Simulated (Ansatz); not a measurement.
# HfN (F-43m) in Ansatz: convergence with n extra bands

Aim: find how far n extra bands must go before the results for HfN settle, at PBE. This setting moves, with any that are tied to it; all else stays.

All numbers are computed with Ansatz 0.2.0; they aren't measurements. Logs are shortened: lines on timing, memory, paths and dates and some standing lists are left out, and cuts for length are marked.

## 1. The structure

It takes space group F-43m (No. 216, cubic). Conventional cell: a = 4.910 Å, b = 4.910 Å, c = 4.910 Å, α = 90.00°, β = 90.00°, γ = 90.00°. Hf (site symmetry -43m) is surrounded by 4 N at 2.13 Å. N (site symmetry -43m) is surrounded by 4 Hf at 2.13 Å.

The cell comes from a database or a generator and needn't be the stable form of this composition.

## 2. With n extra bands 1

input.yaml reads:

```yaml
crystal:
  lattice:
    - [0.0, 2.454822, 2.454822]
    - [2.454822, 0.0, 2.454822]
    - [2.454822, 2.454822, 0.0]
  atoms:
    - { symbol: Hf, position: [0.0, 0.0, 0.0] }
    - { symbol: "N", position: [0.25, 0.25, 0.25] }
hamiltonian:
  xc: pbe
  pseudopotentials: { kind: nc_fr, accuracy: standard }
magnetization:
  noncollinear: true
  spin_orbit: true
kpoints:
  mp_grid: { grid: [8, 8, 8] }
scf:
  occupations: { method: cold, width: 0.1 }
  n_extra_bands: 1
output:
  forces: true
  stress: true
  eigenvalues: true
```

Potentials or basis: PseudoDojo standard (PBE files).

Run with:

```console
ansatz run input.yaml --threads 2 --pin off --max-ram 5632MiB --backend cpu --events-out ev --progress --plain --runs-dir out
```

It took 7 s on 2 threads of Arm Neoverse V2, shared host; peak memory 0.47 GiB.

What came out:

```yaml
Free_energy: -1823.5847 eV
Pressure: -0.1 GPa
Band_gap_on_the_k_mesh: none (metal or under the smearing width)
```

## 3. With n extra bands 2

input.yaml, as its differences from that of step 2:

```diff
@@ -18,3 +18,3 @@
   occupations: { method: cold, width: 0.1 }
-  n_extra_bands: 1
+  n_extra_bands: 2
 output:
```

Potentials or basis: PseudoDojo standard (PBE files).

Run with:

```console
ansatz run input.yaml --threads 2 --pin off --max-ram 5632MiB --backend cpu --events-out ev --progress --plain --runs-dir out
```

Run time: 5.2 s. Hardware: 2 threads of Arm Neoverse V2, shared host; peak memory 0.47 GiB.

What came out:

```yaml
Free_energy: -1823.5847 eV
Pressure: -0.1 GPa
Band_gap_on_the_k_mesh: none (metal or under the smearing width)
```

## 4. With n extra bands 4

input.yaml, as its differences from that of step 3:

```diff
@@ -18,3 +18,3 @@
   occupations: { method: cold, width: 0.1 }
-  n_extra_bands: 2
+  n_extra_bands: 4
 output:
```

Run with:

```console
ansatz run input.yaml --threads 2 --pin off --max-ram 5632MiB --backend cpu --events-out ev --progress --plain --runs-dir out
```

It took 5.4 s on 2 threads of Arm Neoverse V2, shared host; peak memory 0.48 GiB.

What came out:

| Property | Result |
| --- | --- |
| Free energy | -1823.5847 eV |
| Pressure | -0.1 GPa |
| Band gap on the k mesh | none (metal or under the smearing width) |

## 5. With n extra bands 8

input.yaml, as its differences from that of step 4:

```diff
@@ -18,3 +18,3 @@
   occupations: { method: cold, width: 0.1 }
-  n_extra_bands: 4
+  n_extra_bands: 8
 output:
```

Run with:

```console
ansatz run input.yaml --threads 2 --pin off --max-ram 5632MiB --backend cpu --events-out ev --progress --plain --runs-dir out
```

Wall time 6 s (2 threads of Arm Neoverse V2, shared host); peak memory 0.49 GiB.

Results (log left out):

| Property | Result |
| --- | --- |
| Free energy | -1823.5847 eV |
| Pressure | -0.1 GPa |
| Band gap on the k mesh | none (metal or under the smearing width) |

## 6. With n extra bands 16

input.yaml, as its differences from that of step 5:

```diff
@@ -18,3 +18,3 @@
   occupations: { method: cold, width: 0.1 }
-  n_extra_bands: 8
+  n_extra_bands: 16
 output:
```

Potentials or basis: PseudoDojo standard (PBE files).

Run with:

```console
ansatz run input.yaml --threads 2 --pin off --max-ram 5632MiB --backend cpu --events-out ev --progress --plain --runs-dir out
```

It took 7.3 s on 2 threads of Arm Neoverse V2, shared host; peak memory 0.53 GiB.

It converged, with:

| Item | Value |
| --- | --- |
| Free energy | -1823.5847 eV |
| Pressure | -0.1 GPa |
| Band gap on the k mesh | none (metal or under the smearing width) |

## 7. With n extra bands 32

input.yaml, as its differences from that of step 6:

```diff
@@ -18,3 +18,3 @@
   occupations: { method: cold, width: 0.1 }
-  n_extra_bands: 16
+  n_extra_bands: 32
 output:
```

Potentials or basis: PseudoDojo standard (PBE files).

Run with:

```console
ansatz run input.yaml --threads 2 --pin off --max-ram 5632MiB --backend cpu --events-out ev --progress --plain --runs-dir out
```

Output:

```text
Warning: RAYON_NUM_THREADS=2 ignored (pool sized by the plan → 2); use --threads N
scf.n_extra_bands = 32 over 17 filled bands (N_el = 17.0): the run solves 49 bands
Engine: ansatz 0.2.0, aarch64-unknown-linux-gnu
Pseudopotentials: kind: nc_fr
Pseudopotential: Hf, nc_fr, valence charge 12, recommended cutoff 789.130201 eV (normal), Hf.nc_fr.azcp (PseudoDojo's, or run here from an input of PseudoDojo's; its table is named by hamiltonian.pseudopotentials.accuracy)
Pseudopotential: N, nc_fr, valence charge 5, recommended cutoff 1142.878222 eV (normal), N.nc_fr.azcp (PseudoDojo's, or run here from an input of PseudoDojo's; its table is named by hamiltonian.pseudopotentials.accuracy)
Functional definition: PBE
  parameter kappa = 0.804
  parameter beta = 0.06672455060314922
  exchange = pbe_x(kappa = kappa, mu = beta*pi^2/3)
  correlation = pbe_c(beta = beta)
non-collinear run that drives no moment, with spin-orbit: no starting moment large enough to seed its density (crystal.atoms[].spin), no starting occupations that ask for one, no magnetisation constraint and no magnetic field, so the semilocal B_xc is pinned to zero
Crystal: 2 atoms, lattice volume = 29.586 Å³
Basis set: ecut = 1142.878222 eV, 2637 PW (Γ), exchange–correlation on 80×80×80 points (8 copies of the dense FFT grid, shifted against one another)
Bands: 49, of which v1, the nominal top of the filled ones, is band 17 counted from 1 (16 counted from 0)
Symmetry: 24 space group operations + 24 with time reversal
Magnetic group: BNS 216.75 (UNI 1577), of the structure as read, at distance tolerance 3.1e-5 Å
[... 32 lines left out ...]
  E_nonlocal   = 46.085396
  E_hartree    = 274.649183
  E_xc         = -473.136638
  E_vxc        = -341.976924  (∫ρ·V_xc dr)
  E_ewald      = -1277.399836
  E_smearing   = -0.000390  (= −TS)
  E_closure    = 0.000000  (closes the sum)
  Σ components = -1823.584705   (vs F -1823.584705, Δ=0.00e0)
--- Forces (eV/Å), atoms counted from 1 ---
  atom   1  Hf     0.00000000    -0.00000000    -0.00000000
  atom   2  N     -0.00000000     0.00000000     0.00000000
  max |Σ_I F_I| component: 2.78e-16 eV/Å
--- Stress (GPa, compression-positive) ---
       -0.099498       0.000000      -0.000000
        0.000000      -0.099498      -0.000000
       -0.000000       0.000000      -0.099498
  P = ⅓ Tr σ = -0.0995 GPa (-0.995 kbar)
--- Band table (eV; the first three rows and the last of 29) ---
  k-point 0: bands = ["-48.4807", "-48.4807", "-22.7528", "-22.7528", "-14.9884", "-14.9884", "-14.9884", "-14.9884", "-2.2853", "-2.2853", "8.3779", "8.3779", "8.3779", "8.3779", "8.4075", "8.4075", "13.1501", "13.1501", "16.1426", "16.1426", "16.1426", "16.1426", "20.3943", "20.3943", "20.3943", "20.3943", "20.6059", "20.6059", "26.3879", "26.3879", "27.5528", "27.5528", "27.5528", "27.5528", "28.0611", "28.0611", "34.4614", "34.4614", "35.0403", "35.0403", "35.0403", "35.0403", "38.9500", "38.9500", "39.2482", "39.2482", "39.2482", "39.2482", "44.1531"]
  k-point 1: bands = ["-48.4776", "-48.4776", "-22.7685", "-22.7685", "-15.0574", "-15.0574", "-15.0003", "-15.0003", "-2.1070", "-2.1070", "8.0804", "8.0804", "8.4793", "8.5014", "8.5080", "8.5080", "13.9331", "13.9331", "15.8330", "15.9085", "15.9085", "16.0076", "20.0579", "20.0579", "20.5865", "20.8354", "20.8513", "20.8513", "24.9824", "24.9824", "26.9930", "26.9930", "27.6864", "27.7228", "29.5889", "29.5889", "34.2191", "34.2191", "34.4424", "34.6552", "35.1312", "35.1312", "38.9031", "39.0074", "39.0074", "39.0666", "40.2954", "40.2954", "43.3229"]
  k-point 2: bands = ["-48.4702", "-48.4702", "-22.8065", "-22.8065", "-15.2176", "-15.2176", "-15.0288", "-15.0288", "-1.7029", "-1.7029", "7.7684", "7.7684", "8.7147", "8.7409", "8.7409", "8.7496", "15.3059", "15.3059", "15.6441", "15.7176", "15.7176", "15.8889", "19.4121", "19.4121", "20.6264", "20.8203", "20.8203", "20.9752", "22.5700", "22.5700", "27.7131", "27.7131", "28.3622", "28.4129", "30.9372", "30.9372", "33.6332", "33.6332", "33.6758", "33.9323", "36.0493", "36.0493", "38.6866", "38.6866", "38.7426", "38.8746", "40.6886", "40.6886", "42.3271"]
  k-point 28: bands = ["-48.4529", "-48.4529", "-22.9101", "-22.8757", "-15.4967", "-15.3130", "-15.2986", "-15.2367", "-1.0183", "-0.6522", "8.1908", "8.1981", "8.7374", "8.7408", "10.1115", "10.3978", "12.4624", "12.6986", "15.1320", "15.4406", "17.4595", "17.5207", "18.9405", "18.9610", "20.1843", "20.6915", "23.8780", "23.8875", "24.6451", "25.0740", "25.1046", "25.3697", "25.8614", "25.8686", "32.7654", "32.8451", "32.9741", "33.2205", "33.3085", "33.3303", "33.5730", "33.6418", "35.1325", "35.1354", "41.0548", "41.1493", "41.1493", "41.3335", "42.6189"]
```

Run time: 10 s. Hardware: 2 threads of Arm Neoverse V2, shared host; peak memory 0.59 GiB.

What came out:

```
Free energy            : -1823.5847 eV
Pressure               : -0.1 GPa
Band gap on the k mesh : none (metal or under the smearing width)
```

## 8. Summary

| n extra bands | energy less the tightest run, at zero smearing (meV/atom) | SCF cycles | CPU time (s) | peak memory (GiB) |
| --- | --- | --- | --- | --- |
| 1 | 0.00 | 7 | 14 | 0.47 |
| 2 | 0.00 | 7 | 10 | 0.47 |
| 4 | 0.00 | 7 | 11 | 0.48 |
| 8 | 0.00 | 7 | 12 | 0.49 |
| 16 | 0.00 | 7 | 14 | 0.53 |
| 32 | 0.00 | 7 | 21 | 0.59 |

Against the tightest run, the energy stays within 1 meV/atom from 1 on. The tightest run that finished is the yardstick and may itself not be fully converged.
